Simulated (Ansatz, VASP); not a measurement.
## Two plane-wave programs on TaN

```
Ta N
1.0
     2.93800    0.00000    0.00000
    -1.46900    2.54438    0.00000
     0.00000    0.00000    2.88300
Ta N
1 1
Direct
  0.33333 0.66667 0.50000
  0.00000 0.00000 0.00000
```

Alike in both runs: task single point; functional r2SCAN; k mesh 7 × 7 × 7; occupations gaussian, width 0.05 eV; collinear spin; Hubbard terms Ta d U = 2.0 eV.

|  | VASP | Ansatz |
| --- | --- | --- |
| version | VASP 6.6.1 | Ansatz 0.2.0 |
| potentials or method | VASP PAW PBE potentials, release 64 (Ta_pv, N) | scalar-relativistic, plane waves, PAW |
| plane-wave cutoff (eV) | 520 | 500 |
| valence electrons in the cell | 16 | 18 |

|  | VASP | Ansatz | Ansatz less VASP |
| --- | --- | --- | --- |
| gap on the k mesh at the Fermi level (eV) | none | none | - |
| pressure (GPa) | 7.8 | 1.6 | -6.20 |
| largest component of the traceless stress (GPa) | 0.84 | 0.28 | -0.561 |
| net moment per atom (μB) | 0.00 | 0.00 | 0.000 |

The programs project onto different local orbitals, so the same U acts differently. A gap of «none» marks a metal or a gap that the smearing closes. The two sets of potentials don't hold the same shells in valence. Ansatz warned: «filled_band_counts_differ_across_k_points».

Caveats: the PAW data sets were made with another functional, which shifts forces and pressure a little (VASP). The runs have no spin-orbit coupling, so splittings on Ta are missing. The state reached can hang on the start; a lower one may exist.
